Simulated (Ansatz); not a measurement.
BaTiO3, 10 atoms in the cell. The typed cell holds 10 atoms: a = 4.004 Å, b = 5.655 Å, c = 5.670 Å, α = 90.00°, β = 90.21°, γ = 90.00°. 

| Item | Value |
| --- | --- |
| Program | Ansatz 0.2.0 |
| Task | single point |
| Functional | PBE |
| Potentials or basis | Ansatz PAW |
| Cutoff | 420 eV (not typed: the program's choice for these potentials) |
| k mesh | 9 × 7 × 7 |
| Occupations | fermi-dirac, width 0.05 eV |
| Spin | no spin polarisation |

Potentials or basis: Ansatz PAW.

Run with:

```sh
$ ansatz run input.yaml --threads 4 --pin off --max-ram 11264MiB --backend cpu --events-out ev --progress --plain --runs-dir out
```

Hardware: 4 threads of Arm Neoverse V1, with other jobs on the host.

Question: How long does it take, and how much memory?

Answer: It took 61 s on 4 threads of Arm Neoverse V1, on a shared host, peak memory 1.2 GiB. Counts: scf iterations 6, plane waves 2497, k points 221, bands 50.
